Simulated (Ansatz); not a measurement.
## From a trial cell to the properties of Tc (fcc)

Level of theory: DFT, r²SCAN, scalar-relativistic, no spin polarisation; plane waves to 600 eV with PAW datasets (Ansatz 0.2.0), 18×18×18 k-mesh, Gaussian smearing of 0.05 eV; PAW files: Ansatz's generated set soft_2.

At room temperature and ambient pressure Tc is hcp.

The start:

```
CELL_PARAMETERS angstrom
0.00000 1.92594 1.92594
1.92594 0.00000 1.92594
1.92594 1.92594 0.00000
ATOMIC_POSITIONS crystal
Tc 0.00000 0.00000 0.00000
```

The steps in volume:

| run | level | k-mesh | kind | V (Å³/atom) | P (GPa) | E − E(final) (meV/atom) | gap on the mesh (eV) |
| --- | --- | --- | --- | --- | --- | --- | --- |
| 1 | PBE | 8×8×8 | fixed cell | 14.29 | 5.0 | – | metal |
| 2 | PBE | 8×8×8 | fixed cell | 14.76 | -4.8 | – | metal |
| 3 | PBE | 8×8×8 | fixed cell | 14.52 | 0.0 | – | metal |
| 4 | r²SCAN | 18×18×18 | fixed cell | 14.52 | -5.1 | 3.9 | metal |
| 5 | r²SCAN | 18×18×18 | fixed cell | 14.02 | 6.1 | 4.8 | metal |
| 6 | r²SCAN | 18×18×18 | fixed cell | 14.28 | 0.0 | 0.0 | metal |

The cell is relaxed to zero pressure at this level.

The final structure (symmetry read at 0.01 Å). The structure is cubic, space group Fm-3m (No. 225). Conventional cell: a = 3.851 Å, b = 3.851 Å, c = 3.851 Å, α = 90.00°, β = 90.00°, γ = 90.00°. Around Tc (site symmetry m-3m) lie 12 Tc at 2.72 Å. (Shells end 15 % past the nearest neighbour.)

At the final geometry the gap, band path included, is zero (metallic). 

**Reading the result.**

The calculation's cell holds 15 valence electrons, an odd number. Without magnetic order each band takes two, so one stays part-filled and the crystal must be a metal. (Only strong correlation, outside this picture, could make a Mott insulator of it.)
